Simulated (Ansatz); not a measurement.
# Ge (Cmcm) in Ansatz: notebook

Aim: see how the results for Ge move with the level of theory and the settings. Levels: LDA, PBE, PBEsol, RPBE. Tasks: relaxation of cell and atoms.

Program: Ansatz 0.2.0. These are calculated values, not measurements. Logs are shortened: lines on timing, memory, paths and dates and some standing lists are left out, and cuts for length are marked.

**1. Starting point**

The structure is orthorhombic, space group Cmcm (No. 63). Conventional cell: a = 2.976 Å, b = 5.189 Å, c = 4.728 Å, α = 90.00°, β = 90.00°, γ = 90.00°. Ge (site symmetry m2m) has 12 Ge at 2.92 to 2.99 Å as nearest neighbours.

This isn't the form of Ge at room conditions, which is diamond.

**2. Relaxation of cell and atoms, LDA**

input.yaml

```yaml
crystal:
  lattice:
    - [1.488052925, -2.59468961, 0.0]
    - [1.488052925, 2.59468961, 0.0]
    - [0.0, 0.0, 4.72759579]
  atoms:
    - { symbol: Ge, position: [0.33344663, 0.66655337, 0.25] }
    - { symbol: Ge, position: [0.66655337, 0.33344663, 0.75] }
hamiltonian:
  xc: lda
  pseudopotentials: { kind: paw }
kpoints:
  mp_grid: { grid: [10, 10, 6] }
scf:
  occupations: { method: fermi_dirac, width: 0.05 }
output:
  forces: true
  stress: true
  eigenvalues: true
  write_density: true
  write_potential: true
  elf: true
  volumetric_format: npy
relax:
  f_tol: 0.01
  max_steps: 40
  cell: { stress_tol: 0.05 }
```

Potentials or basis: Ansatz PAW.

The run is started by

```
> ansatz run input.yaml --threads 2 --pin off --max-ram 5632MiB --backend cpu --events-out ev --progress --plain --runs-dir out
```

The program printed:

```text
Warning: RAYON_NUM_THREADS=2 ignored (pool sized by the plan → 2); use --threads N
Engine: ansatz 0.2.0, aarch64-unknown-linux-gnu
Pseudopotentials: kind: paw
Pseudopotential: Ge, paw, valence charge 14, recommended cutoff 420 eV (normal), Ge.paw.azcp
Functional definition: SPW92
  exchange = slater_x
  correlation = pw_c
Crystal: 2 atoms, lattice volume = 36.507 Å³
Basis set: ecut = 420 eV, 695 PW (Γ)
Bands: 18, of which v1, the nominal top of the filled ones, is band 14 counted from 1 (13 counted from 0)
Symmetry: 8 space group operations
Space group: Cmcm (ITA 63), of the structure as read, at distance tolerance 3.3e-5 Å
k-points: 124 of 600
Non-local potential: Ge, projectors of the file, l = 0: 2, l = 1: 2, l = 2: 3, l = 3: 1
PAW form: soft (Blöchl's): semilocal exchange-correlation on the pseudo side does not see the compensation charge
PAW frozen core: Ge, regenerated for the run's functional, and the local potential with it (the file was generated under x = pbe(κ = 0.804, μ = 0.2195149727645171), c = pbe(β = 0.06672455060314922))
PAW one-centre angular grid: Ge, 590 points (default); XC on 64 Gauss nodes
Initial density: superposition of atomic densities (neutral atoms: chi_scale 0, normalization atom), corrected by the library's trained network
Initial wavefunctions: pseudopotential atomic-orbital guess
Functional: x = slater, c = lda
SCF iter   1: F=—  HF=-8430.846331 eV  |F-HF|=—  |Δ(HF+E_count)|=         —  Δρ=5.33e-3  dr2=5.37e-3  ethr=1.77e-3  ⟨swp⟩=5.0  Hψ=9131  notcnv=0
preconditioner: auto → none  [metal: Δε(μ)=0.014 eV  Ē_g=23.198 eV  σ=0.050 eV  W_gap=0.07  n_scr=8 (ndim 8)  ℏωp=32.5 eV  f_vac=0.000  D(μ)=1.09/eV (n_scr^D=2)  sad-step TF]
SCF iter   2: F=—  HF=-8430.844018 eV  |F-HF|=—  |Δ(HF+E_count)|=   2.31e-3  Δρ=2.96e-3  dr2=2.49e-3  ethr=1.92e-5  ⟨swp⟩=2.6  Hψ=4945  notcnv=0
SCF iter   3: F=—  HF=-8430.843189 eV  |F-HF|=—  |Δ(HF+E_count)|=   8.29e-4  Δρ=8.37e-4  dr2=9.55e-5  ethr=8.91e-6  ⟨swp⟩=3.0  Hψ=3942  notcnv=0
SCF iter   4: F=—  HF=-8430.843065 eV  |F-HF|=—  |Δ(HF+E_count)|=   1.24e-4  Δρ=8.78e-5  dr2=9.65e-7  ethr=3.41e-7  ⟨swp⟩=2.0  Hψ=3772  notcnv=0
iter 5 did not close the SCF: its close was put off for the readings that it lacked (scf_convergence_deferred on its scf_iter line)
SCF iter   5: F=-8430.843064 eV  HF=-8430.843064 eV  |F-HF|=3.11e-8  |Δ(HF+E_count)|=   3.38e-7  Δρ=1.76e-5  dr2=5.26e-8  ethr=3.45e-9  ⟨swp⟩=2.0  Hψ=3867  notcnv=0
SCF iter   6: F=-8430.843064 eV  HF=-8430.843064 eV  |F-HF|=7.46e-11  |Δ(HF+E_count)|=   1.66e-8  Δρ=1.38e-6  dr2=2.75e-10  ethr=1.88e-10  ⟨swp⟩=5.5  Hψ=11002  notcnv=0
SCF 1 converged in 6 iterations: F = -8430.843064 eV  dr2 = 2.75e-10
relax step   1: F+E_penalty+E_count = -8430.84306429 eV  Δ(F+E_penalty+E_count) = +0.000e0 eV  max|allowed force component| = 3.750e-4 eV/Å  Δτ_max = 0.0000 Å  P = -1.217 GPa  Ω = 36.507 Å³  (6 SCF iters, dr2 threshold 1.00e-7 eV, accepted)
Crystal: 2 atoms, lattice volume = 35.509 Å³
Basis set: ecut = 420 eV, 699 PW (Γ)
Initial density: handed on by an earlier stage of this run
[... 238 lines left out ...]
iter 6 did not close the SCF: its close was put off for the readings that it lacked (scf_convergence_deferred on its scf_iter line)
SCF iter   6: F=-8431.030700 eV  HF=-8431.030700 eV  |F-HF|=5.46e-12  |Δ(HF+E_count)|=  3.64e-12  Δρ=1.17e-9  dr2=4.95e-16  ethr=1.00e-12  ⟨swp⟩=1.0  Hψ=2232  notcnv=0
SCF iter   7: F=-8431.030700 eV  HF=-8431.030700 eV  |F-HF|=1.82e-12  |Δ(HF+E_count)|=  3.64e-12  Δρ=4.60e-10  dr2=7.44e-17  ethr=1.00e-12  ⟨swp⟩=1.3  Hψ=5014  notcnv=0
SCF 20 converged in 7 iterations: F = -8431.030700 eV  dr2 = 7.44e-17
relax step  20: F+E_penalty+E_count = -8431.03070048 eV  Δ(F+E_penalty+E_count) = -2.235e-6 eV  max|allowed force component| = 1.140e-4 eV/Å  Δτ_max = 0.0000 Å  P = +0.028 GPa  Ω = 35.837 Å³  stress off target by 4.61e-2 GPa  SCF on the basis re-selected at this cell (its energy is not comparable with the rows above)  (7 SCF iters)
basis re-selected at this cell: Δ(F+E_penalty+E_count) = -2.235e-6 eV, ΔP = -0.000 GPa vs the last step (what re-selecting the basis moved, of the pressure what is left beyond the Pulay correction that the steps carried, after the strain that the cell walked since its last selection, with what the two solves' SCF thresholds leave and, on support functions, any second-order correction that the steps lacked; it is no measure of the basis error at this ecutwfc). This SCF's stress stands 4.61e-2 GPa from its target on what of the cell is left free (relax.cell.stress_tol is 5.00e-2 GPa) and its largest allowed force component is 1.14e-4 eV/Å (relax.f_tol is 1.00e-2 eV/Å): within both
SCF converged after 7 iterations
Free energy (F): -8431.030700 eV
Harris-Foulkes:  -8431.030700 eV  (|F-HF|=1.82e-12)
Internal energy: -8431.025673 eV  (E = F + TS)
E sigma→0 (E₀):  -8431.028187 eV
Entropy (-TS):   -0.005027 eV (-2.514 meV/atom)
Fermi energy:    11.418172 eV
--- Per-component energies (eV) ---
  E_band       = -219.339507
  E_kinetic    = 224.097575
  E_local      = -4240.842809  (includes V_loc(G=0)·N_el)
  E_nonlocal   = 838.912211
  E_hartree    = 1857.809552
  E_xc         = -151.626928
  E_vxc        = -131.697386  (∫ρ·V_xc dr)
  E_paw        = -3877.993484  (= ΣΔE_a)
  E_vpaw       = -625.428656  (= ΣTr[D̂ρ^β])
  E_aug_tail   = 0.000455  (compensation charges beyond the density's cutoff)
  E_ewald      = -3085.198898
  E_core_change = 3.816652  (= ΣΔE_core)
  E_smearing   = -0.005027  (= −TS)
  E_closure    = 0.000000  (closes the sum)
  Σ components = -8431.030700   (vs F -8431.030700, Δ=0.00e0)
--- Forces (eV/Å), atoms counted from 1 ---
  atom   1  Ge    -0.00000000     0.00011404     0.00000000
  atom   2  Ge     0.00000000    -0.00011404    -0.00000000
  max |Σ_I F_I| component: 0.00e0 eV/Å
--- Stress (GPa, compression-positive) ---
        0.025171      -0.000000      -0.000000
       -0.000000       0.012303       0.000000
       -0.000000       0.000000       0.046146
  P = ⅓ Tr σ = 0.0279 GPa (0.279 kbar)
--- Band table (eV; the first three rows and the last of 124) ---
  k-point 0: bands = ["-13.5083", "-13.3753", "-13.3751", "-13.3606", "-13.3604", "-13.3028", "-13.3028", "-13.2318", "-13.2054", "-13.2054", "-2.2227", "2.1652", "5.1858", "19.0072", "19.6670", "19.6713", "22.3133", "23.0106"]
  k-point 1: bands = ["-13.4896", "-13.3743", "-13.3741", "-13.3616", "-13.3614", "-13.2964", "-13.2963", "-13.2501", "-13.2120", "-13.2120", "-2.0710", "1.3835", "6.2837", "16.9140", "19.8179", "19.8222", "22.6359", "22.6402"]
  k-point 2: bands = ["-13.4386", "-13.3716", "-13.3714", "-13.3643", "-13.3641", "-13.3003", "-13.2786", "-13.2786", "-13.2300", "-13.2299", "-1.6163", "0.1704", "8.4396", "13.8971", "20.2597", "20.2639", "21.8146", "21.8189"]
  k-point 123: bands = ["-13.4234", "-13.4234", "-13.3309", "-13.3309", "-13.2717", "-13.2717", "-13.2578", "-13.2578", "-13.2283", "-13.2283", "4.2468", "4.2468", "6.8033", "6.8033", "15.5060", "15.5060", "16.6960", "16.6960"]
--- Relaxed structure (18 steps of the walk, 16 accepted, 2 SCFs on fresh bases) ---
  F+E_penalty+E_count = -8431.03070048 eV   max|allowed force component| = 1.140e-4 eV/Å   (the final SCF, on the basis selected at the relaxed cell)
  cell:  # Å, volume = 35.8372 Å³
    - [1.4137783317620176, -2.44929452746708, 0.0]
    - [1.4137783317620176, 2.44929452746708, 0.0]
    - [0.0, 0.0, 5.174664645952603]
  atoms:
    - { symbol: Ge, position: [0.5000605314826705, 0.4999394685173294, 0.25] }
    - { symbol: Ge, position: [0.4999394685173294, 0.5000605314826705, 0.7500000000000001] }
```

rho_z.tsv:

```text
# z_ang	rho[e/angstrom^3]
# format = ansatz-planar-average/11
# lattice	1.413778332	-2.449294527	0.000000000
# lattice	1.413778332	2.449294527	0.000000000
# lattice	0.000000000	0.000000000	5.174664646
# sites	2
# site	32	1.413778332	-0.000296519	1.293666161
# site	32	1.413778332	0.000296519	3.880998484
0.000000	1.541471e-1
0.143741	1.608762e-1
0.287481	1.827568e-1
0.431222	2.215910e-1
0.574963	2.906256e-1
0.718703	4.223830e-1
[... 28 lines left out ...]
4.887183	1.827568e-1
5.030924	1.608762e-1
```

v_z.tsv:

```text
# z_ang	v_es[eV]	v_tot[eV]
# format = ansatz-planar-average/11
# xc	lda
# density_cutoff_ev	1680
# datasets	Ge=:simpson_from_first_knot:soft:shift=-2816765
# lattice	1.413778332	-2.449294527	0.000000000
# lattice	1.413778332	2.449294527	0.000000000
# lattice	0.000000000	0.000000000	5.174664646
# sites	2
# site	32	1.413778332	-0.000296519	1.293666161
# site	32	1.413778332	0.000296519	3.880998484
0.000000	1.275077e1	4.008364e0
0.143741	1.245983e1	3.603995e0
0.287481	1.154724e1	2.360938e0
0.431222	9.735552e0	2.852373e-2
0.574963	7.064722e0	-3.308422e0
0.718703	4.198385e0	-6.949165e0
[... 28 lines left out ...]
4.887183	1.154724e1	2.360938e0
5.030924	1.245983e1	3.603995e0
```

It took 42 s on 2 threads of Arm Neoverse V2, shared host; peak memory 0.36 GiB.

What came out:

```yaml
Free_energy: -8431.0307 eV
Relaxed_volume: 17.92 Å³/atom
Relaxed_cell: a = 2.828 Å, b = 2.828 Å, c = 5.175 Å, α = 90.00°, β = 90.00°, γ = 120.01°
Space_group_after_relaxing_to_0.05_Å: P6/mmm (No. 191)
Energy_gained_by_relaxing: 93.8 meV/atom
Ionic_steps: 18
Pressure_after_relaxing: 0.0 GPa
Band_gap_on_the_k_mesh: none (metal or under the smearing width)
```

The path:
```tsv
step	energy change (eV)	largest force (eV/Å)	volume (Å³)
1	0.0000	0.0004	36.51
2	-0.0067	0.0049	35.51
3	-0.0077	0.0058	35.87
4	-0.0079	0.0069	35.86
5	-0.0080	0.0108	35.83
6	-0.0082	0.0095	35.83
7	-0.0084	0.0095	35.83
8	-0.0304	0.1201	35.75
9	-0.0826	0.0699	35.76
10	-0.1589	0.0703	35.85
11	-0.1794	0.0088	35.92
12	-0.1810	0.0046	36.37
13	-0.1859	0.0003	35.97
14	-0.1871	0.0001	35.79
15	-0.1872	0.0001	35.83
16	-0.1876	0.0001	35.83
17	-0.1876	0.0001	35.84
18	-0.1876	0.0001	35.84
```

Final structure:
```yaml
crystal:
  lattice:
    - [1.41378, -2.44929, 0.00000]
    - [1.41378, 2.44929, 0.00000]
    - [0.00000, 0.00000, 5.17466]
  atoms:
    - { symbol: Ge, position: [0.50006, 0.49994, 0.25000] }
    - { symbol: Ge, position: [0.49994, 0.50006, 0.75000] }
```

Levels at points of the mesh, in eV from the Fermi level:
| k point | band 10 | band 11 | band 12 | band 13 | band 14 | band 15 | band 16 | band 17 | band 18 |
| --- | --- | --- | --- | --- | --- | --- | --- | --- | --- |
| (0.00, 0.00, 0.00) | -24.62 | -13.64 | -9.25 | -6.23 | 7.59 | 8.25 | 8.25 | 10.90 | 11.59 |
| (0.00, 0.00, -0.50) | -24.67 | -12.28 | -12.28 | -0.39 | -0.39 | 9.54 | 9.54 | 9.54 | 9.54 |
| (0.00, -0.50, 0.00) | -24.53 | -8.51 | -5.91 | -3.69 | -2.39 | -2.16 | 3.43 | 4.00 | 7.35 |
| (0.00, -0.50, -0.50) | -24.65 | -7.17 | -7.17 | -4.61 | -4.61 | 4.09 | 4.09 | 5.27 | 5.27 |
| (-0.50, -0.50, 0.00) | -24.53 | -8.51 | -5.91 | -3.69 | -2.39 | -2.16 | 3.42 | 4.00 | 7.36 |
| (-0.50, -0.50, -0.50) | -24.65 | -7.17 | -7.17 | -4.61 | -4.61 | 4.09 | 4.09 | 5.28 | 5.28 |

Caveat: the plane-wave basis is chosen anew once the cell has moved, so the energies of steps on either side of that aren't comparable; the PAW data sets come from PBE, with cores solved anew for the run's functional, which leaves a small shift of forces and pressure.

**3. Relaxation of cell and atoms, PBE**

input.yaml, as its differences from that of step 2:

```diff
@@ -9,3 +9,3 @@
 hamiltonian:
-  xc: lda
+  xc: pbe
   pseudopotentials: { kind: paw }
@@ -19,6 +19,2 @@
   eigenvalues: true
-  write_density: true
-  write_potential: true
-  elf: true
-  volumetric_format: npy
 relax:
```

Potentials or basis: Ansatz PAW.

The run is started by

```
> ansatz run input.yaml --threads 2 --pin off --max-ram 5632MiB --backend cpu --events-out ev --progress --plain --runs-dir out
```

Wall time 15 s (2 threads of Arm Neoverse V2, shared host); peak memory 0.37 GiB.

Results (log left out):

- Free energy: -8589.3304 eV
- Relaxed volume: 19.29 Å³/atom
- Relaxed cell: a = 3.031 Å, b = 3.031 Å, c = 4.887 Å, α = 90.00°, β = 90.00°, γ = 120.76°
- Space group after relaxing (to 0.05 Å): Cmcm (No. 63)
- Energy gained by relaxing: 15.7 meV/atom
- Ionic steps: 8
- Pressure after relaxing: 0.0 GPa
- Band gap on the k mesh: none (metal or under the smearing width)

Step by step:
| step | energy change (eV) | largest force (eV/Å) | volume (Å³) |
| --- | --- | --- | --- |
| 1 | 0.0000 | 0.0008 | 36.51 |
| 2 | -0.0225 | 0.0004 | 39.84 |
| 3 | -0.0306 | 0.0012 | 38.74 |
| 4 | -0.0308 | 0.0018 | 38.60 |
| 5 | -0.0308 | 0.0018 | 38.58 |
| 6 | -0.0308 | 0.0016 | 38.57 |
| 7 | -0.0308 | 0.0016 | 38.58 |
| 8 | -0.0313 | 0.0016 | 38.58 |

Final structure:
```
Ge
1.0
     1.49804   -2.63511    0.00000
     1.49804    2.63511    0.00000
     0.00000    0.00000    4.88711
Ge
2
Direct
  0.33473 0.66527 0.25000
  0.66527 0.33473 0.75000
```

Levels at points of the mesh, in eV from the Fermi level:
```csv
k point,band 10,band 11,band 12,band 13,band 14,band 15,band 16,band 17,band 18
"(0.00, 0.00, 0.00)",-24.61,-12.96,-7.71,-5.34,6.39,6.70,8.34,8.54,9.08
"(0.00, 0.00, -0.50)",-24.63,-11.41,-11.41,1.34,1.34,7.43,7.43,7.69,7.69
"(0.00, -0.50, 0.00)",-24.61,-8.19,-6.86,-2.57,-1.47,-0.82,1.44,2.44,6.39
"(0.00, -0.50, -0.50)",-24.61,-6.90,-6.90,-4.68,-4.68,3.95,3.95,4.57,4.57
"(-0.50, -0.50, 0.00)",-24.61,-8.33,-7.00,-2.62,-1.53,-0.92,1.30,2.79,6.71
"(-0.50, -0.50, -0.50)",-24.61,-7.06,-7.06,-4.75,-4.75,4.30,4.30,4.59,4.59
```

Caveat: the plane-wave basis is chosen anew once the cell has moved, so the energies of steps on either side of that aren't comparable.

**4. Relaxation of cell and atoms, PBEsol**

input.yaml, as its differences from that of step 3:

```diff
@@ -9,3 +9,3 @@
 hamiltonian:
-  xc: pbe
+  xc: pbesol
   pseudopotentials: { kind: paw }
```

The run is started by

```
> ansatz run input.yaml --threads 2 --pin off --max-ram 5632MiB --backend cpu --events-out ev --progress --plain --runs-dir out
```

Wall time 44 s (2 threads of Arm Neoverse V2, shared host); peak memory 0.36 GiB.

Results (log left out):

```yaml
Free_energy: -8506.6204 eV
Relaxed_volume: 18.36 Å³/atom
Relaxed_cell: a = 2.850 Å, b = 2.850 Å, c = 5.219 Å, α = 90.00°, β = 90.00°, γ = 120.00°
Space_group_after_relaxing_to_0.05_Å: P6/mmm (No. 191)
Energy_gained_by_relaxing: 75.1 meV/atom
Ionic_steps: 19
Pressure_after_relaxing: 0.0 GPa
Band_gap_on_the_k_mesh: none (metal or under the smearing width)
```

The path:
```csv
step,energy change (eV),largest force (eV/Å),volume (Å³)
1,0.0000,0.0006,36.51
2,-0.0051,0.0043,36.82
3,-0.0055,0.0061,36.63
4,-0.0057,0.0069,36.65
5,-0.0058,0.0077,36.64
6,-0.0060,0.0074,36.64
7,-0.0247,0.1107,36.49
8,-0.0682,0.0632,36.50
9,-0.1275,0.0727,36.41
10,-0.1408,0.0388,36.88
11,-0.1419,0.0134,36.59
12,-0.1465,0.0033,36.74
13,-0.1475,0.0028,36.73
14,-0.1481,0.0016,36.71
15,-0.1488,0.0009,36.64
16,-0.1489,0.0006,36.66
17,-0.1501,0.0006,36.66
18,-0.1502,0.0002,36.71
19,-0.1502,0.0002,36.71
```

Final structure:
```
Ge
1.0
     1.42491   -2.46815    0.00000
     1.42491    2.46815    0.00000
     0.00000    0.00000    5.21918
Ge
2
Direct
  0.49984 0.50016 0.25000
  0.50016 0.49984 0.75000
```

Levels at points of the mesh, in eV from the Fermi level:
```csv
k point,band 11,band 12,band 13,band 14,band 15,band 16,band 17,band 18
"(0.00, 0.00, 0.00)",-13.43,-9.13,-6.14,7.47,8.17,8.17,10.68,11.45
"(0.00, 0.00, -0.50)",-12.10,-12.10,-0.41,-0.41,9.43,9.43,9.43,9.43
"(0.00, -0.50, 0.00)",-8.39,-5.81,-3.67,-2.34,-2.11,3.33,3.97,7.27
"(0.00, -0.50, -0.50)",-7.07,-7.07,-4.54,-4.54,4.01,4.01,5.22,5.22
"(-0.50, -0.50, 0.00)",-8.39,-5.81,-3.67,-2.34,-2.11,3.33,3.97,7.27
"(-0.50, -0.50, -0.50)",-7.07,-7.07,-4.54,-4.54,4.01,4.01,5.22,5.22
```

Caveat: the plane-wave basis is chosen anew once the cell has moved, so the energies of steps on either side of that aren't comparable; the PAW data sets come from PBE, with cores solved anew for the run's functional, which leaves a small shift of forces and pressure.

(Continued in part 2 of 2.)
